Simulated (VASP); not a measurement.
# Sr: intraband terms of a metal's spectrum

Sr, P-62m (no. 189), 3 atoms in the cell. PBE, independent-particle dielectric function; PAW potentials Sr_sv (PBE set).

## Input

INCAR.step1:
```
EDIFF = 1E-7 ; ENCUT = 270
ISMEAR = 1 ; KPAR = 4
LASPH = True ; LCHARG = True
LMAXMIX = 4 ; LWAVE = False
PREC = Accurate ; SIGMA = 0.1
```

INCAR.step2:
```
CSHIFT = 0.1 ; EDIFF = 1E-6
ENCUT = 270 ; ICHARG = 11
ISMEAR = 0 ; KPAR = 4
LASPH = True ; LCHARG = False
LMAXMIX = 4 ; LWAVE = True
NBANDS = 37 ; NEDOS = 3000
OMEGAMAX = 30 ; PREC = Accurate
SIGMA = 0.3
```

INCAR.step3, as INCAR.step2 but for:
```
- LWAVE = True
+ ALGO = None
+ ISTART = 1
+ LOPTICS = True
+ LWAVE = False
+ NELM = 1
```

INCAR.step4, as INCAR.step3 but for:
```
+ WPLASMAI = 0.03
```

INCAR.step5 to INCAR.step6 change the same tag again: WPLASMAI = 0.1, 0.3.

INCAR.step7, as INCAR.step6 but for:
```
- WPLASMAI = 0.3
+ RTIME = 20
```

INCAR.step8, as INCAR.step7 but for:
```
- RTIME = 20
+ RTIME = 40
```

INCAR.step9, as INCAR.step8 but for:
```
- RTIME = 40
+ LNABLA = True
```

INCAR.step10, as INCAR.step9 but for:
```
- ISMEAR = 0
- LNABLA = True
+ ISMEAR = -5
```

KPOINTS.step1:
```
k-points
0
Gamma
  5 5 7
```

KPOINTS.step2:
```
k-points
0
Gamma
  9 9 14
```

POSCAR:
```
Sr
1.0
    7.0659524677      0.0000000000      0.0000000000
   -3.5329762338      6.1192943389      0.0000000000
    0.0000000000      0.0000000000      3.8166326050
Sr
3
Direct
    0.6657832900      0.0000000000      0.0000000000
    0.3342167100      0.3342167100      0.0000000000
    0.0000000000      0.6657832900      0.0000000000
```

Commands (each step's output is kept before the next begins):
```
cat potpaw_PBE.64/Sr_sv/POTCAR > POTCAR
cp INCAR.step1 INCAR
cp KPOINTS.step1 KPOINTS
mpirun -np 4 vasp_std > vasp.out
cp INCAR.step2 INCAR
cp KPOINTS.step2 KPOINTS
mpirun -np 4 vasp_std > vasp.out
cp INCAR.step3 INCAR
mpirun -np 4 vasp_std > vasp.out
cp INCAR.step4 INCAR
mpirun -np 4 vasp_std > vasp.out
cp INCAR.step5 INCAR
mpirun -np 4 vasp_std > vasp.out
cp INCAR.step6 INCAR
mpirun -np 4 vasp_std > vasp.out
cp INCAR.step7 INCAR
mpirun -np 4 vasp_std > vasp.out
cp INCAR.step8 INCAR
mpirun -np 4 vasp_std > vasp.out
cp INCAR.step9 INCAR
mpirun -np 4 vasp_std > vasp.out
cp INCAR.step10 INCAR
mpirun -np 4 vasp_std > vasp.out
```

## Result

- Bands: 37

One ground state, settings moved in the last step alone:

| Settings | Plasma frequency (eV) | Im ε at 0.5 eV | Im ε at 1 eV | Im ε at 2 eV | Im ε at 4 eV | Time (s) |
|---|---|---|---|---|---|---|
| interband part alone | 3.02 | 38.0 | 20.9 | 5.3 | 2.2 | 26 |
| Drude term, WPLASMAI 0.03 | 3.02 | 40.2 | 21.2 | 5.3 | 2.2 | 25 |
| Drude term, WPLASMAI 0.1 | 3.02 | 45.0 | 21.8 | 5.4 | 2.2 | 25 |
| Drude term, WPLASMAI 0.3 | 3.02 | 54.1 | 23.5 | 5.6 | 2.2 | 26 |
| relaxation time RTIME 20 fs | 3.02 | 40.4 | 21.2 | 5.3 | 2.2 | 29 |
| relaxation time RTIME 40 fs | 3.02 | 39.2 | 21.1 | 5.3 | 2.2 | 26 |
| transversal form (LNABLA) | 3.00 | 37.4 | 20.6 | 5.2 | 2.1 | 26 |
| tetrahedron method | – | – | – | – | – | no result |

VASP 6.6.1 took 257 s on 4 cores (Intel Xeon Platinum 8259CL @ 2.50GHz (Skylake/Cascade Lake)), a shared host.
